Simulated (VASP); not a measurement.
Crystal: BaTiO3.

```
Ba Ti O
1.0
     4.00600    0.00000    0.00000
     0.00000    4.00600    0.00000
     0.00000    0.00000    4.00600
Ba Ti O
1 1 3
Direct
  0.50000 0.50000 0.50000
  0.00000 0.00000 0.00000
  0.00000 0.00000 0.50000
  0.00000 0.50000 0.00000
  0.50000 0.00000 0.00000
```

Base run:

- Program: VASP 6.6.1
- Functional: PBE
- Potentials or basis: VASP PAW PBE potentials, release 64 (Ba_sv, Ti_sv, O)
- Cutoff: 520 eV
- k mesh: 8 × 8 × 8
- Occupations: gaussian, width 0.02 eV
- Spin: no spin polarisation

Its results: band gap on the k mesh 1.74 eV, indirect (least direct gap 1.89 eV); pressure 3.4 GPa.

The run is repeated on the same cell with these changes: functional from PBE to r2SCAN. What comes out?

Band gap on the k mesh 2.13 eV, indirect (least direct gap 2.29 eV); pressure 0.3 GPa.

r2SCAN gives the wider gap, since meta-GGAs in the generalised Kohn-Sham scheme recover part of the derivative discontinuity.

Caveats: spin-orbit coupling is left out, which moves the levels of the heavy elements; the PAW data sets were made with another functional, which shifts forces and pressure a little (some runs).
